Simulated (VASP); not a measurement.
Crystal: KTaO3.

```
K Ta O
1.0
     3.98830    0.00000    0.00000
     0.00000    3.98830    0.00000
     0.00000    0.00000    3.98830
K Ta O
1 1 3
Direct
  0.50000 0.50000 0.50000
  0.00000 0.00000 0.00000
  0.50000 0.00000 0.00000
  0.00000 0.50000 0.00000
  0.00000 0.00000 0.50000
```

* Program: VASP 6.6.1
* Task: relaxation of cell and atoms
* Functional: LDA
* Potentials or basis: VASP PAW LDA potentials, release 64 (K_sv, Ta_pv, O)
* Cutoff: 600 eV
* k mesh: 8 × 8 × 8
* Occupations: gaussian, width 0.03 eV
* Spin: no spin polarisation

At the start: pressure -4.6 GPa; volume 12.69 Å³/atom.

Where does the relaxation end?

Over 3 steps the energy falls by 4.1 meV/atom and the volume is 12.41 Å³/atom (-2.2 %); space group Pm-3m (No. 221, to 0.05 Å).

Step by step:
```
step  energy change (eV)  largest force (eV/Å)  pressure (GPa)  volume (Å³)
   1              0.0000                0.0000           -4.62        63.44
   2              0.0210                0.0000            7.24        60.14
   3             -0.0207                0.0000           -0.04        62.05
```

Final structure:
```
CELL_PARAMETERS angstrom
3.95893 0.00000 0.00000
0.00000 3.95893 0.00000
0.00000 0.00000 3.95893
ATOMIC_POSITIONS crystal
K 0.50000 0.50000 0.50000
Ta 0.00000 0.00000 0.00000
O 0.50000 0.00000 0.00000
O 0.00000 0.50000 0.00000
O 0.00000 0.00000 0.50000
```
